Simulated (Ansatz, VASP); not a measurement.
One calculation of BeSe, two programs

```xyz
2
Lattice="0.0000 2.5641 2.5641 2.5641 0.0000 2.5641 2.5641 2.5641 0.0000" Properties=species:S:1:pos:R:3 pbc="T T T"
Be    0.0000    0.0000    0.0000
Se    1.2820    1.2820    1.2820
```

Alike in both runs: functional PBEsol; k mesh 10 × 10 × 10; occupations gaussian, width 0.02 eV; no spin polarisation.

Ansatz relaxed the structure, and its values are those at the end. VASP's run is a single point on that final structure, the one shown.

|  | VASP | Ansatz |
| --- | --- | --- |
| version | VASP 6.6.1 | Ansatz 0.2.0 |
| potentials or method | VASP PAW PBE potentials, release 64 (Be, Se) | scalar-relativistic, plane waves, PAW |
| plane-wave cutoff (eV) | 520 | 420 |
| valence electrons in the cell | 8 | 18 |

|  | VASP | Ansatz | Ansatz less VASP |
| --- | --- | --- | --- |
| gap on the k mesh at the Fermi level (eV) | 2.45 | 2.47 | +0.015 |
| least direct gap on the mesh (eV) | 4.29 | 4.29 | -0.004 |
| pressure (GPa) | 0.3 | 0.0 | -0.30 |

The two sets of potentials don't hold the same shells in valence.

Caveats: the PAW data sets were made with another functional, which shifts forces and pressure a little (VASP). A k mesh can miss the band edges.
